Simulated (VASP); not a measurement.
Wanted: the native input for a VASP 6.6.1 run.

```yaml
Task: relaxation of cell and atoms
Functional: PBEsol
Potentials_or_basis: VASP PAW PBE potentials, release 64 (Ca_sv, F)
Cutoff: 600 eV
k_mesh: 8 × 8 × 8
Occupations: gaussian, width 0.03 eV
Spin: no spin polarisation
Further_INCAR_settings: ALGO = Normal; EDIFF = 1e-07; IBRION = 2; EDIFFG = -0.005; NSW = 90; ISIF = 3
```

The structure of CaF2 (Fluorite) lies in POSCAR:

```
CaF2                                    
1.0
    0.0000000000      2.7123156408      2.7123156408
    2.7123156408     -0.0000000000      2.7123156408
    2.7123156408      2.7123156408      0.0000000000
  Ca              F             
     1     2
Direct
     0.0000000000000000    1.0000000000000000    1.0000000000000000
     0.2500000000000000    0.2500000000000000    0.2500000000000000
     0.7500000000000000    0.7500000000000000    0.7500000000000000
```

The input as run:

INCAR

```
ALGO     = Normal         # electronic algorithm
EDIFF    = 1E-7           # SCF threshold, eV
EDIFFG   = -0.005         # ionic threshold
ENCUT    = 600            # plane-wave cutoff, eV
GGA      = PS             # functional
IBRION   = 2              # ionic algorithm
ISIF     = 3              # what is computed and relaxed
ISMEAR   = 0              # smearing method
KPAR     = 4            
LASPH    = T              # aspherical terms in the spheres
LCHARG   = F              # write CHGCAR
LREAL    = F              # projectors in reciprocal space
LWAVE    = F              # write WAVECAR
NELM     = 80             # most SCF steps
NSW      = 90             # ionic steps
PREC     = Accurate       # precision mode
SIGMA    = 0.03           # smearing width, eV
```

KPOINTS

```
k-points
0
Gamma
  8 8 8
```

Potentials or basis: VASP PAW PBE potentials, release 64 (Ca_sv, F).

Launch:

```bash
$ cat potpaw_PBE.64/Ca_sv/POTCAR potpaw_PBE.64/F/POTCAR > POTCAR
$ mpirun -np 4 vasp_std > vasp.out
```

Results of the run:

```yaml
Pressure_after_relaxing: 0.0 GPa
Band_gap_on_the_k_mesh: 7.21 eV, indirect (least direct gap 7.47 eV)
```

Caveat: the relaxation stopped at its first step, so nothing moved; the PAW data sets were made with another functional, which shifts forces and pressure a little.

Run time: 5 s on 4 MPI ranks on Intel(R) Xeon(R) 6975P-C (Granite Rapids), with other jobs on the host, peak memory 0.18 GiB a rank.
